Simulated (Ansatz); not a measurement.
## Lattice dynamics at Γ of NaF (Fm-3m)

Perturbation theory with PBEsol in the plane-wave code Ansatz on the PBEsol cell, ground state and force constants on an 8×8×8 mesh. Computed at 0 K without zero-point motion; spin polarisation is off.

It is cubic, Fm-3m (No. 225); a = 4.629 Å in the conventional setting, 12.40 Å³ an atom. Na has 6 F at 2.31 Å; F has 6 Na at 2.31 Å.

```
Na F
1.0
     0.00000    2.31472    2.31472
     2.31472    0.00000    2.31472
     2.31472    2.31472    0.00000
Na F
1 1
Direct
  0.00000 0.00000 0.00000
  0.50000 0.50000 0.50000
```

Optical modes without the longitudinal term:
```csv
ω (cm⁻¹),degeneracy,"IR intensity, summed over the level ((D/Å)²/amu)"
239,3,6.82
```

The optical mode at Γ lies at 239 cm⁻¹ without the longitudinal term. With the long-range field the highest mode reaches 400 cm⁻¹.

The electronic dielectric tensor ε∞ is 1.89 in all directions. With the ions relaxed, ε⁰ is 5.3 in all directions. Born charges, averaged over directions: Na +1.01, F -1.01 e.

With one polar mode in a cubic crystal the Lyddane-Sachs-Teller relation applies: (ω_LO/ω_TO)² = (400.4/239.2)² = 2.801, and ε⁰/ε∞ = 5.308/1.895 = 2.801. The refractive index √ε∞ is 1.38.

For comparison, on the r2SCAN cell the mean ε∞ is 1.82 with r2SCAN (ground state on 8×8×8; least gap 7.28 eV), 1.88 with PBE (ground state on 8×8×8; least gap 6.46 eV).
